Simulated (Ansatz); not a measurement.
# MgS (P6_3mc) in Ansatz: convergence with ecutfock ratio

Aim: find how far ecutfock ratio must go before the results for MgS settle, at HSE06. This setting moves, with any that are tied to it; all else stays.

Everything below comes from runs of Ansatz 0.2.0. Logs are shortened: lines on timing, memory, paths and dates and some standing lists are left out, and cuts for length are marked.

## Step 1: Starting point

The structure is hexagonal, space group P6_3mc (No. 186). The conventional cell has a = 4.035 Å, b = 4.035 Å, c = 6.432 Å, α = 90.00°, β = 90.00°, γ = 120.00°. Around S (site symmetry 3m) lie 4 Mg at 2.45 to 2.47 Å. Mg (site symmetry 3m) has 4 S at 2.45 to 2.47 Å as nearest neighbours.

The cell comes from a database or a generator and needn't be the stable form of this composition.

## Step 2: With ecutfock ratio 1

The input, input.yaml:

```yaml
crystal:
  lattice:
    - [4.0346224068, 0.0, 0.0]
    - [-2.0173112034, 3.494085499, 0.0]
    - [0.0, 0.0, 6.43229418]
  atoms:
    - { symbol: S, position: [0.6666666667, 0.3333333333, 0.87924415] }
    - { symbol: S, position: [0.3333333333, 0.6666666667, 0.37924415] }
    - { symbol: Mg, position: [0.3333333333, 0.6666666667, 0.99575485] }
    - { symbol: Mg, position: [0.6666666667, 0.3333333333, 0.49575485] }
hamiltonian:
  xc: hse06
  pseudopotentials: { kind: paw, level: accurate }
kpoints:
  mp_grid: { grid: [4, 4, 2] }
scf:
  occupations: { method: fermi_dirac, width: 0.05 }
  exx: { ecutfock_ratio: 1 }
output:
  forces: true
  stress: true
  eigenvalues: true
```

Potentials or basis: Ansatz PAW earlier set.

Launch:

```sh
$ ansatz run input.yaml --threads 2 --pin off --max-ram 5632MiB --backend cpu --events-out ev --progress --plain --runs-dir out
```

Run time: 52 s. Hardware: 2 threads of Arm Neoverse V1, shared host; peak memory 2.2 GiB.

Results:

```yaml
Free_energy: -5659.5302 eV
Pressure: 0.1 GPa
Largest_force: 0.050 eV/Å
Band_gap_on_the_k_mesh: 4.50 eV, direct
```

## Step 3: With ecutfock ratio 2

input.yaml: that of step 2 with these lines changed.

```diff
@@ -17,3 +17,3 @@
   occupations: { method: fermi_dirac, width: 0.05 }
-  exx: { ecutfock_ratio: 1 }
+  exx: { ecutfock_ratio: 2 }
 output:
```

Potentials or basis: Ansatz PAW earlier set.

Launch:

```sh
$ ansatz run input.yaml --threads 2 --pin off --max-ram 5632MiB --backend cpu --events-out ev --progress --plain --runs-dir out
```

Wall time 62 s (2 threads of Arm Neoverse V1, shared host); peak memory 2.4 GiB.

Results:

- Free energy: -5659.5422 eV
- Pressure: 0.1 GPa
- Largest force: 0.050 eV/Å
- Band gap on the k mesh: 4.50 eV, direct

## Step 4: With ecutfock ratio 3

input.yaml: that of step 3 with these lines changed.

```diff
@@ -17,3 +17,3 @@
   occupations: { method: fermi_dirac, width: 0.05 }
-  exx: { ecutfock_ratio: 2 }
+  exx: { ecutfock_ratio: 3 }
 output:
```

Launch:

```sh
$ ansatz run input.yaml --threads 2 --pin off --max-ram 5632MiB --backend cpu --events-out ev --progress --plain --runs-dir out
```

Wall time 67 s (2 threads of Arm Neoverse V1, shared host); peak memory 2.6 GiB.

It converged, with:

* Free energy: -5659.5422 eV
* Pressure: 0.1 GPa
* Largest force: 0.050 eV/Å
* Band gap on the k mesh: 4.50 eV, direct

## Step 5: With ecutfock ratio 4

input.yaml: that of step 4 with these lines changed.

```diff
@@ -17,3 +17,3 @@
   occupations: { method: fermi_dirac, width: 0.05 }
-  exx: { ecutfock_ratio: 3 }
+  exx: { ecutfock_ratio: 4 }
 output:
```

Potentials or basis: Ansatz PAW earlier set.

Launch:

```sh
$ ansatz run input.yaml --threads 2 --pin off --max-ram 5632MiB --backend cpu --events-out ev --progress --plain --runs-dir out
```

Log:

```text
Warning: output.stress: scf.convergence.dr2_threshold = 1e-7 eV (the SCF's general default) is looser than the 4e-10 eV advised for a printed stress (1e-10 eV for each atom of the cell: 4). What an SCF threshold leaves in a stress goes as its square root, and in the free energy as the threshold itself, and one threshold admits the most on a small cell: of the crystals measured, under no hybrid functional and no lock of the moments, on runs that ended without the residual-converged pass, on stresses that held no estimate of that error, the worst erred by over 100 MPa in a component at 1e-7 eV an atom and by under 5 at 1e-10. Set scf.convergence.dr2_threshold to 4e-10 eV or tighter. The threshold is an SCF's pass mark: one that does not reach it within its budget of iterations ends unconverged, or closes short of it on a stop that the run arms, and scf.convergence.dr2_threshold's page says what that costs each kind of run
Warning: output.stress: scf.exx.energy_threshold = 1e-6 eV is looser than the 4e-8 eV advised for a stress under a hybrid functional (1e-8 eV for each atom of the cell: 4). Every SCF of the exchange loop can meet its threshold on dr2 while the loop round them stops early: no threshold on dr2 bounds what that leaves in the stress. Set scf.exx.energy_threshold to 4e-8 eV or tighter. The threshold is the loop's pass mark: a loop that does not reach it within its budget of cycles ends unconverged, and scf.exx.energy_threshold's page has the law
Warning: RAYON_NUM_THREADS=2 ignored (pool sized by the plan → 2); use --threads N
Engine: ansatz 0.2.0, aarch64-unknown-linux-gnu
Pseudopotentials: kind: paw, level: accurate
Pseudopotential: S, paw, valence charge 6, recommended cutoff 580 eV (normal), S.paw.azcp#accurate
Pseudopotential: Mg, paw, valence charge 10, recommended cutoff 760 eV (high), Mg.paw.azcp
Functional definition: HSE06
  parameter a = 0.25
  parameter omega = 0.11/bohr
  exchange = pbe_x - a*pbe_x_sr(omega) + a*exact_x_sr(omega)
  correlation = pbe_c
Crystal: 4 atoms, lattice volume = 90.678 Å³
Basis set: ecut = 760 eV, 4259 PW (Γ), exchange–correlation on 80×80×120 points (8 copies of the dense FFT grid, shifted against one another)
Bands: 20, of which v1, the nominal top of the filled ones, is band 16 counted from 1 (15 counted from 0)
Symmetry: 12 space group operations
Space group: P63mc (ITA 186), of the structure as read, at distance tolerance 4.5e-5 Å
k-points: 8 of 32
Non-local potential: S, projectors of the file, l = 0: 3, l = 1: 3, l = 2: 2, l = 3: 1, l = 4: 1
Non-local potential: Mg, projectors of the file, l = 0: 2, l = 1: 3, l = 2: 1, l = 3: 1
PAW form: soft (Blöchl's): semilocal exchange-correlation on the pseudo side does not see the compensation charge
[... 49 lines left out ...]
  E_band       = -824.257424
  E_kinetic    = 590.653373
  E_local      = -3658.595435  (includes V_loc(G=0)·N_el)
  E_nonlocal   = -90.965263
  E_hartree    = 1389.400351
  E_xc         = -270.655485
  E_vxc        = -249.008202  (∫ρ·V_xc dr)
  E_exx        = -125.877792  (= α·E_x^exact, valence–valence)
  E_paw        = -1665.004660  (= ΣΔE_a, less E_core_relax)
  E_vpaw       = 56.613844  (= ΣTr[D̂ρ^β], less what the cores' own moments, if any, meet on the grid)
  E_core_relax = -0.000894  (the energy of the cores' relaxation)
  E_aug_tail   = -0.000059  (compensation charges beyond the density's cutoff)
  E_ewald      = -1828.238337
  E_core_change = -0.258036  (= ΣΔE_core)
  E_smearing   = -0.000000  (= −TS)
  E_closure    = 0.000001  (closes the sum)
  Σ components = -5659.542235   (vs F -5659.542235, Δ=0.00e0)
--- Forces (eV/Å), atoms counted from 1 ---
  atom   1  S      0.00000000    -0.00000000    -0.05036231
  atom   2  S      0.00000000     0.00000000    -0.05036231
  atom   3  Mg     0.00000000     0.00000000     0.05033903
  atom   4  Mg     0.00000000    -0.00000000     0.05033903
  max |Σ_I F_I| component: 4.66e-5 eV/Å
--- Stress (GPa, compression-positive) ---
        0.186306      -0.000000       0.000000
       -0.000000       0.186306       0.000000
        0.000000       0.000000      -0.151430
  P = ⅓ Tr σ = 0.0737 GPa (0.737 kbar)
--- Band table (eV; the first three rows and the last of 8) ---
  k-point 0: bands = ["-76.2247", "-76.2246", "-41.1282", "-41.1247", "-41.1219", "-41.1219", "-41.1212", "-41.1212", "-10.0305", "-9.2236", "-0.9489", "1.9056", "1.9056", "2.3671", "2.3671", "2.5416", "7.0392", "8.3299", "11.2197", "11.2197"]
  k-point 1: bands = ["-76.2247", "-76.2247", "-41.1265", "-41.1265", "-41.1215", "-41.1215", "-41.1215", "-41.1215", "-9.6597", "-9.6597", "0.5038", "0.5038", "2.1283", "2.1283", "2.1283", "2.1283", "8.5660", "8.5660", "11.3653", "11.3653"]
  k-point 2: bands = ["-76.2247", "-76.2246", "-41.1277", "-41.1251", "-41.1230", "-41.1224", "-41.1223", "-41.1215", "-9.7212", "-9.0886", "-0.4473", "0.4506", "0.9395", "1.4991", "2.2087", "2.2479", "8.6105", "9.1571", "10.2761", "10.9777"]
  k-point 7: bands = ["-76.2246", "-76.2246", "-41.1266", "-41.1266", "-41.1233", "-41.1233", "-41.1226", "-41.1226", "-9.1592", "-9.1592", "-0.5100", "-0.5100", "0.8207", "0.8207", "1.8837", "1.8837", "9.1074", "9.1074", "10.5553", "10.5553"]
```

Wall time 67 s (2 threads of Arm Neoverse V1, shared host); peak memory 2.7 GiB.

What came out:

| Quantity | Value |
| --- | --- |
| Free energy | -5659.5422 eV |
| Pressure | 0.1 GPa |
| Largest force | 0.050 eV/Å |
| Band gap on the k mesh | 4.50 eV, direct |

## Step 6: Summary

| ecutfock ratio | energy less the tightest run, at zero smearing (meV/atom) | SCF cycles | CPU time (s) | peak memory (GiB) |
| --- | --- | --- | --- | --- |
| 1 | 3.02 | 13 | 99 | 2.2 |
| 2 | 0.00 | 13 | 120 | 2.4 |
| 3 | 0.00 | 13 | 130 | 2.6 |
| 4 | 0.00 | 13 | 130 | 2.7 |

Against the tightest run, the energy stays within 1 meV/atom from 2 on. The tightest run that finished is the yardstick and may itself not be fully converged.

Caveats: all runs use coarse meshes; the PAW data sets come from PBE, with cores solved anew for the run's functional, which leaves a small shift of forces and pressure; the thresholds are loose for stress.
